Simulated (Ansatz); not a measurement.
Runs of Ansatz 0.2.0 on Pt. The structure is cubic, space group Im-3m (No. 229). Conventional cell: a = 3.168 Å, b = 3.168 Å, c = 3.168 Å, α = 90.00°, β = 90.00°, γ = 90.00°. Around Pt (site symmetry m-3m) lie 8 Pt at 2.74 Å. This isn't the form of Pt at room conditions, which is fcc.

| task | level | cell | k mesh | atoms under strain | gap on the mesh (eV) | pressure (GPa) | relaxed volume (Å³/atom) |
| --- | --- | --- | --- | --- | --- | --- | --- |
| relaxation of cell and atoms | BLYP+D3(BJ) | relaxed | 12 × 12 × 12 | - | none | 0.0 | (a) |
| elastic constants | LDA | as given | 9 × 9 × 9 | clamped | none | -16.5 | - |
| relaxation of cell and atoms | BLYP+D4 | relaxed | 12 × 12 × 12 | - | none | 0.0 | 15.80 |
| relaxation of cell and atoms | revPBE+D4 | relaxed | 12 × 12 × 12 | - | none | 0.0 | (b) |
| relaxation of cell and atoms | revPBE+D3(BJ) | relaxed | 12 × 12 × 12 | - | none | 0.0 | 15.05 |

Alike in all rows: potentials or basis Ansatz PAW; no spin polarisation; cutoff (eV) 420; smearing fermi-dirac 0.05 eV.

Question: Fill in the values left out.

Answer: (a) 15.52; (b) 15.25.

Caveats: the PAW data sets come from PBE, with cores solved anew for the run's functional, which leaves a small shift of forces and pressure; the plane-wave basis is chosen anew once the cell has moved, so the energies of steps on either side of that aren't comparable (some runs); pairwise dispersion overbinds metals, which lowers pressure and volume (some runs); the cell is more than 3 GPa from zero pressure, which shifts response properties (some runs); the elastic tensor has a negative eigenvalue, so either the cell is unstable as it stands or the mesh is too thin (some runs); so large a pressure means that the cell lies far from this level's equilibrium, or that cutoff or potentials fall short (some runs).

A k mesh can miss the band edges, and the runs leave out spin-orbit coupling on Pt.

A gap of «none» marks a metal or a gap under the smearing width.

Runs at the PBE level aren't shown here.
